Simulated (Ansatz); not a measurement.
Calculated quadrupolar parameters for Te2Mo under strain

The cell is a structure deposited in the COD, relaxed with PBE at fixed cell and then changed (z stretched by 2 %, ions relaxed).

```
Te Mo
1.0
     6.33000    0.00000    0.00000
     0.00000    3.46900    0.00000
    -0.94679    0.00000   14.10418
Te Mo
8 4
Direct
  0.55714 0.75000 0.35322
  0.44286 0.25000 0.64678
  0.58727 0.25000 0.10301
  0.41273 0.75000 0.89699
  0.09716 0.75000 0.14706
  0.90284 0.25000 0.85294
  0.05511 0.25000 0.39672
  0.94489 0.75000 0.60328
  0.32080 0.75000 0.50681
  0.67920 0.25000 0.49319
  0.18130 0.25000 0.00750
  0.81870 0.75000 0.99250
```

Atom numbers follow the list; atoms alike are taken as one site, whose name carries the number of the first.

Method: Kohn–Sham DFT in Ansatz, PBE, plane waves and PAW, scalar-relativistic, 420 eV cutoff, Γ-centred 7×13×4 k-points, Fermi–Dirac smearing 0.05 eV.

C_Q = eQV_zz/h, which is 24.18 MHz for Q = 1 b and V_zz = 10²¹ V/m²; η = (V_xx − V_yy)/V_zz.

97Mo: I = 5/2, Q = 255.0 mb. Quadrupole moments are those of Pyykkö's year-2017 table.

```json
{"site": "Te1", "atoms (order as listed)": "1, 2", "first shell": "3 Mo at 2.70–2.72 Å", "V_xx, V_yy, V_zz (10²¹ V/m²)": "2.55, 14.02, -16.56", "η": "0.69", "C_Q (MHz)": "–"}
{"site": "Te3", "atoms (order as listed)": "3, 4", "first shell": "3 Mo at 2.81–2.82 Å", "V_xx, V_yy, V_zz (10²¹ V/m²)": "-3.75, -19.69, 23.4", "η": "0.68", "C_Q (MHz)": "–"}
{"site": "Te5", "atoms (order as listed)": "5, 6", "first shell": "3 Mo at 2.71 Å", "V_xx, V_yy, V_zz (10²¹ V/m²)": "3.16, 13.84, -17.00", "η": "0.63", "C_Q (MHz)": "–"}
{"site": "Te7", "atoms (order as listed)": "7, 8", "first shell": "3 Mo at 2.81–2.82 Å", "V_xx, V_yy, V_zz (10²¹ V/m²)": "-3.72, -19.43, 23.2", "η": "0.68", "C_Q (MHz)": "–"}
{"site": "Mo9", "atoms (order as listed)": "9, 10", "first shell": "6 Te at 2.70–2.82 Å, 2 Mo at 2.87 Å", "V_xx, V_yy, V_zz (10²¹ V/m²)": "0.77, 6.59, -7.36", "η": "0.79", "C_Q (MHz)": "-45.4"}
{"site": "Mo11", "atoms (order as listed)": "11, 12", "first shell": "6 Te at 2.71–2.82 Å, 2 Mo at 2.87 Å", "V_xx, V_yy, V_zz (10²¹ V/m²)": "0.78, 6.68, -7.46", "η": "0.79", "C_Q (MHz)": "-46.0"}
```

Te has no stable isotope with a ground-state quadrupole moment in the table, so no C_Q is given.

The run finds no gap above 0.1 eV (a metal, or nearly one), so the gradients can move by 10 % or more with the k-mesh. Without spin–orbit coupling the gradients at and beside Te can be off by some per cent, at some sites by more.
